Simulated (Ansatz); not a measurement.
Consider the substitution at a C–C bond: methyl methacrylate + `CPC` → `CP(C)C` + methyl acrylate.

Computed with Ansatz on PBE0-D4/def2-TZVP structures; ΔE is electronic, products minus reactants. CCSD(T)/CBS adds triple-zeta CCSD(T) − MP2 to the extrapolated MP2 energy (def2 sets, frozen cores). Functionals use def2-TZVPP. B3LYP here is the variant with VWN-RPA as its local correlation; programs differ in this. One conformer a species, not always the lowest.

```
             level  ΔE (kcal/mol)  difference from CCSD(T)/CBS
            PBE-D4           -3.2                          0.5
         r2SCAN-D4           -3.3                          0.4
           PBE0-D4           -3.1                          0.6
          B3LYP-D4           -3.3                          0.4
           ωB97X-V           -3.0                          0.7
           ωB97M-V           -3.4                          0.3
            B2PLYP           -3.3                          0.4
               PBE           -3.2                          0.5
            r2SCAN           -3.4                          0.3
              PBE0           -3.1                          0.6
             B3LYP           -3.1                          0.6
     HF/def2-TZVPP           -3.2                          0.5
    MP2/def2-TZVPP           -3.3                          0.4
SCS-MP2/def2-TZVPP           -3.0                          0.7
   CCSD/def2-TZVPP           -2.9                          0.8
CCSD(T)/def2-TZVPP           -2.9                          0.8
     HF/def2-QZVPP           -3.3                          0.4
    MP2/def2-QZVPP           -3.8                         -0.1
SCS-MP2/def2-QZVPP           -3.5                          0.2
      HF/CBS(def2)           -3.3                          0.4
     MP2/CBS(def2)           -4.0                         -0.3
    CCSD/CBS(def2)           -3.6                          0.1
       CCSD(T)/CBS           -3.7                            0
```

Largest T1 diagnostic among the species: 0.015.

CCSD(T)/CBS has its own doubt, a few kJ/mol and more with outer-core shells, so smaller differences from it don't rank the levels.
